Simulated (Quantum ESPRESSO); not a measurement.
# Sr (Fm-3m) in Quantum ESPRESSO: settings compared, part 2 of 3

Quantum ESPRESSO 7.5. The steps go on from the part before.

## 3. Real-space fields, PW91, spin-orbit coupling, no magnetisation

Contents of pw.in:

```
&CONTROL
  calculation = 'scf'
  prefix = 'pwscf'
  outdir = './tmp'
  pseudo_dir = './pseudo'
  tprnfor = .true.
  tstress = .true.
  disk_io = 'low'
/
&SYSTEM
  ibrav = 0
  nat = 1
  ntyp = 1
  ecutwfc = 68
  nbnd = 20
  input_dft = 'pw91'
  occupations = 'smearing'
  smearing = 'mp'
  degauss = 0.00734986
  noncolin = .true.
  lspinorb = .true.
/
&ELECTRONS
  conv_thr = 2d-10
  electron_maxstep = 120
  mixing_beta = 0.5
/
ATOMIC_SPECIES
Sr    87.6200 Sr.upf
CELL_PARAMETERS angstrom
   0.0000000000    3.0423500000    3.0423500000
   3.0423500000    0.0000000000    3.0423500000
   3.0423500000    3.0423500000    0.0000000000
ATOMIC_POSITIONS angstrom
Sr     0.0000000000    0.0000000000    0.0000000000
K_POINTS automatic
8 8 8 0 0 0
```

Contents of pp_density.in:

```
&INPUTPP
  prefix = 'pwscf'
  outdir = './tmp'
  filplot = 'density.dat'
  plot_num = 0
/
&PLOT
  nfile = 1
  filepp(1) = 'density.dat'
  iflag = 3
  output_format = 6
  fileout = 'density.cube'
/
```

Contents of pp_potential.in:

```
&INPUTPP
  prefix = 'pwscf'
  outdir = './tmp'
  filplot = 'potential.dat'
  plot_num = 11
/
&PLOT
  nfile = 1
  filepp(1) = 'potential.dat'
  iflag = 3
  output_format = 6
  fileout = 'potential.cube'
/
```

Contents of pp_potential_ks.in:

```
&INPUTPP
  prefix = 'pwscf'
  outdir = './tmp'
  filplot = 'potential_ks.dat'
  plot_num = 1
/
&PLOT
  nfile = 1
  filepp(1) = 'potential_ks.dat'
  iflag = 3
  output_format = 6
  fileout = 'potential_ks.cube'
/
```

Potentials or basis: PseudoDojo 0.4 FR PBE stringent.

Launch:

```sh
$ OMP_NUM_THREADS=1 pw.x -in pw.in > pw.out
$ OMP_NUM_THREADS=1 pp.x -in pp_density.in > pp_density.out
$ OMP_NUM_THREADS=1 pp.x -in pp_potential.in > pp_potential.out
$ OMP_NUM_THREADS=1 pp.x -in pp_potential_ks.in > pp_potential_ks.out
```

pw.out:

```text
This program is part of the open-source Quantum ESPRESSO suite
     for quantum simulation of materials; please cite
         "P. Giannozzi et al., J. Phys.:Condens. Matter 21 395502 (2009);
         "P. Giannozzi et al., J. Phys.:Condens. Matter 29 465901 (2017);
         "P. Giannozzi et al., J. Chem. Phys. 152 154105 (2020);
     in publications or presentations arising from this work. More details at

     IMPORTANT: XC functional enforced from input :
     Exchange-correlation= PW91
                           (   1   4   2   2   0   0   0)
     Any further DFT definition will be discarded
     Please, verify this is what you really want

     Message from routine setup:
     using ibrav=0 with symmetry is DISCOURAGED, use correct ibrav instead

     G-vector sticks info
     --------------------
     sticks:   dense  smooth     PW     G-vecs:    dense   smooth      PW
     Sum        1237    1237    367                28763    28763    4621

     Using Slab Decomposition

     bravais-lattice index     =            0
     lattice parameter (alat)  =       8.1306  a.u.
     unit-cell volume          =     380.0617 (a.u.)^3
     number of atoms/cell      =            1
     number of atomic types    =            1
     number of electrons       =        10.00
     number of Kohn-Sham states=           20
     kinetic-energy cutoff     =      68.0000  Ry
     charge density cutoff     =     272.0000  Ry
     scf convergence threshold =      2.0E-10
     mixing beta               =       0.5000
     number of iterations used =            8  plain     mixing
[... 136 lines left out ...]
     1.3473   1.3473   7.2335   7.2335   7.2335   7.2335   7.2667   7.2667
     8.6610   8.6610   8.6610   8.6610
[... 111 lines left out ...]
   -31.6833 -31.6833 -14.4836 -14.4836 -13.3653 -13.3653 -13.3104 -13.3104
     4.8683   4.8683   5.1785   5.1785   5.7639   5.7639   8.2851   8.2851
     8.6845   8.6845   9.4921   9.4921

          k =-0.7071 0.0000 0.0000 (  3572 PWs)   bands (ev):

   -31.6830 -31.6830 -14.4859 -14.4859 -13.3748 -13.3748 -13.3030 -13.3030
     4.3315   4.3315   5.3062   5.3062   5.9607   5.9607   9.6713   9.6713
     9.9433   9.9434   9.9861   9.9881

          k = 0.3536 0.1768 0.0000 (  3598 PWs)   bands (ev):
[... 31 lines left out ...]
   -31.6842 -31.6842 -14.4792 -14.4792 -13.3590 -13.3590 -13.3064 -13.3064
     4.5959   4.5959   5.5406   5.5406   5.6308   5.6308   7.6641   7.6641
     9.1345   9.1345   9.3562   9.3563

          k =-0.7071 0.1768-0.0000 (  3596 PWs)   bands (ev):

   -31.6830 -31.6830 -14.4854 -14.4854 -13.3682 -13.3682 -13.3112 -13.3112
     4.6118   4.6118   5.3723   5.3723   5.8292   5.8292   8.1243   8.1243
     9.9640   9.9651  10.0842  10.0915

          k =-0.7071 0.3536 0.0000 (  3636 PWs)   bands (ev):

   -31.6830 -31.6830 -14.4850 -14.4850 -13.3587 -13.3587 -13.3223 -13.3223
     5.0285   5.0285   5.5441   5.5441   5.5959   5.5959   7.1167   7.1167
     9.9676   9.9678  10.1234  10.1241

     the Fermi energy is     4.9369 ev

!    total energy              =     -68.53236117 Ry
     estimated scf accuracy    <          1.5E-10 Ry
     smearing contrib. (-TS)   =       0.00004183 Ry
     internal energy E=F+TS    =     -68.53240301 Ry

     The total energy is F=E-TS. E is the sum of the following terms:
     one-electron contribution =     -25.98232262 Ry
     hartree contribution      =      14.01488521 Ry
     xc contribution           =     -16.69110946 Ry
     ewald contribution        =     -39.87385614 Ry

     convergence has been achieved in   6 iterations

     Forces acting on atoms (cartesian axes, Ry/au):

     atom    1 type  1   force =     0.00000000    0.00000000    0.00000000

     Total force =     0.000000     Total SCF correction =     0.000000

     Computing stress (Cartesian axis) and pressure

          total   stress  (Ry/bohr**3)                   (kbar)     P=       -4.87
  -0.00003310  -0.00000000   0.00000000           -4.87       -0.00        0.00
  -0.00000000  -0.00003310   0.00000000           -0.00       -4.87        0.00
   0.00000000   0.00000000  -0.00003310            0.00        0.00       -4.87

=------------------------------------------------------------------------------=
   JOB DONE.
=------------------------------------------------------------------------------=
```

pp_potential.out:

```text
This program is part of the open-source Quantum ESPRESSO suite
     for quantum simulation of materials; please cite
         "P. Giannozzi et al., J. Phys.:Condens. Matter 21 395502 (2009);
         "P. Giannozzi et al., J. Phys.:Condens. Matter 29 465901 (2017);
         "P. Giannozzi et al., J. Chem. Phys. 152 154105 (2020);
     in publications or presentations arising from this work. More details at

     IMPORTANT: XC functional enforced from input :
     Exchange-correlation= PW91
                           (   1   4   2   2   0   0   0)
     Any further DFT definition will be discarded
     Please, verify this is what you really want

     G-vector sticks info
     --------------------
     sticks:   dense  smooth     PW     G-vecs:    dense   smooth      PW
     Sum        1237    1237    367                28763    28763    4621

     Using Slab Decomposition

     Calling punch_plot, plot_num =  11
     Writing data to file  potential.dat
     Reading data from file  potential.dat

     Writing data to be plotted to file potential.cube
     Plot Type: 3D                     Output format: Gaussian cube

=------------------------------------------------------------------------------=
   JOB DONE.
=------------------------------------------------------------------------------=
```

Wall time 53 s (1 thread of Arm Neoverse V2, shared host); peak memory 0.16 GiB.

Results:

```
Free energy            : -932.4303 eV
Pressure               : -0.5 GPa
Band gap on the k mesh : none (metal or under the smearing width)
```

Levels at points of the mesh, in eV from the Fermi level:
```csv
k point,band 6,band 7,band 8,band 9,band 10,band 11,band 12,band 13,band 14,band 15
"(0.00, 0.00, 0.00)",-18.17,-18.17,-18.17,-3.59,-3.59,2.30,2.30,2.30,2.30,2.33
"(0.00, 0.00, -0.50)",-18.30,-18.20,-18.20,-1.10,-1.10,0.06,0.06,2.14,2.14,2.17
"(0.00, -0.50, -0.50)",-18.31,-18.24,-18.24,-0.61,-0.61,0.37,0.37,1.02,1.02,4.73
```

Caveat: the potentials were made for another functional, which shifts forces and pressure.

## 4. Real-space fields, N12, spin-orbit coupling, no magnetisation (volume scaled by 0.8)

Changes to pw.in since step 3:

```diff
@@ -15,6 +15,6 @@
   nbnd = 20
-  input_dft = 'pw91'
+  input_dft = 'XC-000I-000I-082L-080L-000I-000I'
   occupations = 'smearing'
-  smearing = 'mp'
-  degauss = 0.00734986
+  smearing = 'fd'
+  degauss = 0.00367493
   noncolin = .true.
@@ -30,5 +30,5 @@
 CELL_PARAMETERS angstrom
-   0.0000000000    3.0423500000    3.0423500000
-   3.0423500000    0.0000000000    3.0423500000
-   3.0423500000    3.0423500000    0.0000000000
+   0.0000000000    2.8242675576    2.8242675576
+   2.8242675576    0.0000000000    2.8242675576
+   2.8242675576    2.8242675576    0.0000000000
 ATOMIC_POSITIONS angstrom
```

pp_density.in is that of step 3.

pp_potential.in is that of step 3.

pp_potential_ks.in is that of step 3.

Potentials or basis: PseudoDojo 0.4 FR PBEsol stringent.

Launch:

```sh
$ OMP_NUM_THREADS=1 pw.x -in pw.in > pw.out
$ OMP_NUM_THREADS=1 pp.x -in pp_density.in > pp_density.out
$ OMP_NUM_THREADS=1 pp.x -in pp_potential.in > pp_potential.out
$ OMP_NUM_THREADS=1 pp.x -in pp_potential_ks.in > pp_potential_ks.out
```

pw.out:

```text
This program is part of the open-source Quantum ESPRESSO suite
     for quantum simulation of materials; please cite
         "P. Giannozzi et al., J. Phys.:Condens. Matter 21 395502 (2009);
         "P. Giannozzi et al., J. Phys.:Condens. Matter 29 465901 (2017);
         "P. Giannozzi et al., J. Chem. Phys. 152 154105 (2020);
     in publications or presentations arising from this work. More details at

     IMPORTANT: XC functional enforced from input :
     Exchange-correlation= XC-000I-000I-082L-080L-000I-000I
                           (   0   0  82  80   0   0   0)
     Any further DFT definition will be discarded
     Please, verify this is what you really want

     Message from routine setup:
     using ibrav=0 with symmetry is DISCOURAGED, use correct ibrav instead

     G-vector sticks info
     --------------------
     sticks:   dense  smooth     PW     G-vecs:    dense   smooth      PW
     Sum        1069    1069    313                23049    23049    3719

     Using Slab Decomposition

     bravais-lattice index     =            0
     lattice parameter (alat)  =       7.5478  a.u.
     unit-cell volume          =     304.0494 (a.u.)^3
     number of atoms/cell      =            1
     number of atomic types    =            1
     number of electrons       =        10.00
     number of Kohn-Sham states=           20
     kinetic-energy cutoff     =      68.0000  Ry
     charge density cutoff     =     272.0000  Ry
     scf convergence threshold =      2.0E-10
     mixing beta               =       0.5000
     number of iterations used =            8  plain     mixing
[... 264 lines left out ...]
     2.6566   2.6566   9.3129   9.3129   9.3129   9.3129   9.3484   9.3484
    11.2244  11.2244  11.2244  11.2244
[... 111 lines left out ...]
   -29.6852 -29.6852 -12.4642 -12.4642 -11.3580 -11.3580 -11.2406 -11.2406
     6.4631   6.4631   6.8191   6.8191   7.6702   7.6702  10.7002  10.7002
    11.5390  11.5390  12.2466  12.2466

          k =-0.7071 0.0000 0.0000 (  2874 PWs)   bands (ev):

   -29.6843 -29.6843 -12.4709 -12.4709 -11.3730 -11.3730 -11.2253 -11.2253
     5.8269   5.8269   6.7929   6.7929   8.0296   8.0296  12.5648  12.5649
    12.8220  12.8221  12.8905  12.9172

          k = 0.3536 0.1768 0.0000 (  2865 PWs)   bands (ev):
[... 31 lines left out ...]
   -29.6875 -29.6875 -12.4549 -12.4549 -11.3458 -11.3458 -11.2327 -11.2327
     6.3250   6.3250   7.2443   7.2443   7.3860   7.3860   9.9743   9.9743
    11.7633  11.7633  12.3274  12.3274

          k =-0.7071 0.1768-0.0000 (  2886 PWs)   bands (ev):

   -29.6843 -29.6843 -12.4683 -12.4683 -11.3616 -11.3616 -11.2434 -11.2434
     6.1576   6.1576   6.9356   6.9356   7.7969   7.7969  10.6611  10.6611
    12.9072  12.9073  13.0441  13.0459

          k =-0.7071 0.3536 0.0000 (  2872 PWs)   bands (ev):

   -29.6843 -29.6843 -12.4657 -12.4657 -11.3447 -11.3447 -11.2670 -11.2670
     6.6269   6.6269   7.2916   7.2916   7.3581   7.3581   9.4932   9.4932
    12.9128  12.9128  13.2252  13.2261

     the Fermi energy is     6.6350 ev

!    total energy              =     -68.81640249 Ry
     estimated scf accuracy    <          1.0E-10 Ry
     smearing contrib. (-TS)   =      -0.00036517 Ry
     internal energy E=F+TS    =     -68.81603732 Ry

     The total energy is F=E-TS. E is the sum of the following terms:
     one-electron contribution =     -21.36614118 Ry
     hartree contribution      =      12.54734298 Ry
     xc contribution           =     -17.04442966 Ry
     ewald contribution        =     -42.95280945 Ry

     convergence has been achieved in  23 iterations

     Forces acting on atoms (cartesian axes, Ry/au):

     atom    1 type  1   force =     0.00000000    0.00000000    0.00000000

     Total force =     0.000000     Total SCF correction =     0.000000

     Computing stress (Cartesian axis) and pressure

          total   stress  (Ry/bohr**3)                   (kbar)     P=       32.26
   0.00021928   0.00000000   0.00000000           32.26        0.00        0.00
   0.00000000   0.00021928   0.00000000            0.00       32.26        0.00
   0.00000000   0.00000000   0.00021928            0.00        0.00       32.26

=------------------------------------------------------------------------------=
   JOB DONE.
=------------------------------------------------------------------------------=
```

pp_density.out:

```text
This program is part of the open-source Quantum ESPRESSO suite
     for quantum simulation of materials; please cite
         "P. Giannozzi et al., J. Phys.:Condens. Matter 21 395502 (2009);
         "P. Giannozzi et al., J. Phys.:Condens. Matter 29 465901 (2017);
         "P. Giannozzi et al., J. Chem. Phys. 152 154105 (2020);
     in publications or presentations arising from this work. More details at

     WARNING: libxc functional with ID   82 depends
      on external parameters: check the user_guide of
      QE if you need to modify them or to check their
      default values.

     WARNING: libxc functional with ID   80 depends
      on external parameters: check the user_guide of
      QE if you need to modify them or to check their
      default values.

     IMPORTANT: XC functional enforced from input :
     Exchange-correlation= XC-000I-000I-082L-080L-000I-000I
                           (   0   0  82  80   0   0   0)
     Any further DFT definition will be discarded
     Please, verify this is what you really want

     G-vector sticks info
     --------------------
     sticks:   dense  smooth     PW     G-vecs:    dense   smooth      PW
     Sum        1069    1069    313                23049    23049    3719

     Using Slab Decomposition

     Calling punch_plot, plot_num =   0
     Writing data to file  density.dat
     Reading data from file  density.dat

     Writing data to be plotted to file density.cube
     Plot Type: 3D                     Output format: Gaussian cube

=------------------------------------------------------------------------------=
   JOB DONE.
=------------------------------------------------------------------------------=
```

Run time: 1.9 min. Hardware: 1 thread of Arm Neoverse V2, shared host; peak memory 0.14 GiB.

Results:

```yaml
Free_energy: -936.2949 eV
Pressure: 3.2 GPa
```

Caveat: the potentials were made for another functional, which shifts forces and pressure.

(Continued in part 3 of 3.)
